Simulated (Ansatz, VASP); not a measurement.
Mo in VASP and in Ansatz

The input INCAR:

```
SYSTEM = Mo
ALGO = Fast
EDIFF = 1E-6
ENCUT = 520
GGA = RE
ISIF = 2
ISMEAR = -1
LASPH = .True.
LCHARG = .False.
LREAL = .False.
LWAVE = .False.
NBANDS = 36
NELM = 60
PREC = Accurate
SIGMA = 0.1
```

The input KPOINTS:

```
k-points
0
Gamma
  15 15 4
  0 0 0
```

The input POSCAR:

```
Mo
1.0
    2.8186349783      0.0000000000      0.0000000000
   -1.4093174891      2.4410094952      0.0000000000
    0.0000000000      0.0000000000      9.8241825236
Mo
4
Direct
    1.0000000000      0.0000000000      1.0000000000
    0.0000000000      0.0000000000      0.5000000000
    0.3333333333      0.6666666667      0.2500000000
    0.6666666667      0.3333333333      0.7500000000
```

Input for Ansatz:

```yaml
crystal:
  lattice:
    - [2.8186349783, 0.0, 0.0]
    - [-1.4093174891, 2.4410094952, 0.0]
    - [0.0, 0.0, 9.8241825236]
  atoms:
    - { symbol: Mo, position: [1.0, 0.0, 1.0] }
    - { symbol: Mo, position: [0.0, 0.0, 0.5] }
    - { symbol: Mo, position: [0.3333333333, 0.6666666667, 0.25] }
    - { symbol: Mo, position: [0.6666666667, 0.3333333333, 0.75] }
hamiltonian:
  xc: revpbe
  pseudopotentials:
    kind: paw
    azcp:
      Mo: "pseudopotentials/Mo.paw.azcp"
basis:
  ecutwfc: 420
  fft_grid_basis: typed
kpoints:
  mp_grid: { grid: [15, 15, 4], shift: [0, 0, 0] }
magnetization:
  spin_polarized: false
scf:
  occupations: { method: fermi_dirac, width: 0.1 }
  lower_state_search: "off"
output:
  stress: true
  write_density: true
  write_potential: true
  elf: true
  volumetric_format: npy
```

Alike in both runs: task single point; functional revPBE; k mesh 15 × 15 × 4; occupations fermi-dirac, width 0.1 eV; no spin polarisation.

|  | VASP | Ansatz |
| --- | --- | --- |
| version | VASP 6.6.1 | Ansatz 0.2.0 |
| potentials or method | VASP PAW PBE potentials, release 64 (Mo_sv) | plane waves (420 eV) with PAW, scalar-relativistic |
| plane-wave cutoff (eV) | 520 | 420 |
| valence electrons in the cell | 56 | 56 |

|  | VASP | Ansatz | Ansatz less VASP |
| --- | --- | --- | --- |
| pressure (GPa) | -8.0 | -8.4 | -0.36 |
| largest component of the traceless stress (GPa) | 0.68 | 0.74 | +0.058 |

Caveats: the PAW data sets were made with another functional, which shifts forces and pressure a little (VASP).
